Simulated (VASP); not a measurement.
A VASP 6.6.1 single-point calculation on LiH

INCAR

```
SIGMA = 0.02
ISIF = 2
LCHARG = .FALSE.
NSW = 0
NELM = 4
IBRION = -1
NBANDS = 9
PREC = Accurate
LREAL = .FALSE.
LASPH = .TRUE.
LWAVE = .FALSE.
ENCUT = 520
GGA = PE
ISMEAR = -1
EDIFF = 1E-7
```

KPOINTS

```
KPOINTS created by Atomic Simulation Environment
0
Gamma
10 10 10
0 0 0
```

POSCAR

```
Li H
 1.0000000000000000
     0.0000000000000000    1.9028450990000001    1.9028450990000001
     1.9028450990000001    0.0000000000000000    1.9028450990000001
     1.9028450990000001    1.9028450990000001    0.0000000000000000
 Li  H
   1   1
Cartesian
  0.0000000000000000  0.0000000000000000  0.0000000000000000
  1.9028450990000001  1.9028450990000001  1.9028450990000001
```

The recommended PBE PAW datasets give the neutral cell 4 valence electrons.

Command

```
mpirun -np 1 vasp_std
```

OSZICAR

```
N       E                     dE             d eps       ncg     rms          rms(c)
DAV:   1    -0.156530853596E+01   -0.15653E+01   -0.14742E+03   870   0.413E+02
DAV:   2    -0.628756363912E+01   -0.47223E+01   -0.46947E+01  1208   0.574E+01
DAV:   3    -0.633368463887E+01   -0.46121E-01   -0.46110E-01  1038   0.488E+00
DAV:   4    -0.633381017238E+01   -0.12553E-03   -0.12552E-03  1171   0.231E-01
   1 F= -.63338102E+01 E0= -.63338102E+01  d E =-.305057E-14
```

Standard output (part)

```
POSCAR found type information on POSCAR LiH
 POSCAR found :  2 types and       2 ions
 LDA part: xc-table for (Slater+PW92), standard interpolation
 POSCAR, INCAR and KPOINTS ok, starting setup
 WAVECAR not read
 entering main loop
|     The electronic self-consistency was not achieved in the given           |
|     number of steps (NELM). The forces and other quantities evaluated       |
|     might not be reliable so examine the results carefully. If you find     |
|     spurious results, we suggest increasing NELM, if you were close to      |
|     convergence or switching to a different ALGO or adjusting the           |
|     density mixing parameters otherwise.                                    |
```

It didn't converge.

The fault: too few electronic steps.

The run took about 2.4 s on one core of a shared host (Intel Xeon Platinum 8488C) and held 0.11 GiB at most.
